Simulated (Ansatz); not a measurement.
Set up this calculation in Ansatz 0.2.0, as the native input.

```
Task                : single point
Functional          : PBE
Potentials or basis : Ansatz PAW
Cutoff              : 420 eV (not typed: the program's choice for these potentials)
k mesh              : 12 × 12 × 12
Occupations         : gaussian, width 0.023 eV
Spin                : no spin polarisation
```

Crystal: Pd.

```xyz
1
Lattice="-1.5723 1.5723 1.5723 1.5723 -1.5723 1.5723 1.5723 1.5723 -1.5723" Properties=species:S:1:pos:R:3 pbc="T T T"
Pd    0.0000    0.0000    0.0000
```

This isn't the form of Pd at room conditions, which is fcc.

These files were run (other wordings do the same):

input.yaml

```yaml
crystal:
  lattice:
    - [-1.572281, 1.572281, 1.572281]
    - [1.572281, -1.572281, 1.572281]
    - [1.572281, 1.572281, -1.572281]
  atoms:
    - { symbol: Pd, position: [0.0, 0.0, 0.0] }
hamiltonian:
  xc: pbe
  pseudopotentials: { kind: paw }
kpoints:
  mp_grid: { grid: [12, 12, 12] }
scf:
  occupations: { method: gaussian, width: 0.023 }
output:
  forces: true
  stress: true
  eigenvalues: true
```

Potentials or basis: Ansatz PAW.

Launch:

```sh
$ ansatz run input.yaml --threads 2 --pin off --max-ram 5632MiB --backend cpu --events-out ev --progress --plain --runs-dir out
```

Results of the run:

```json
{
  "Pressure": "-1.2 GPa",
  "Band gap on the k mesh": "none (metal or under the smearing width)"
}
```

Wall time 0.51 s on 2 threads of Arm Neoverse V2, on a shared host, peak memory 0.25 GiB.
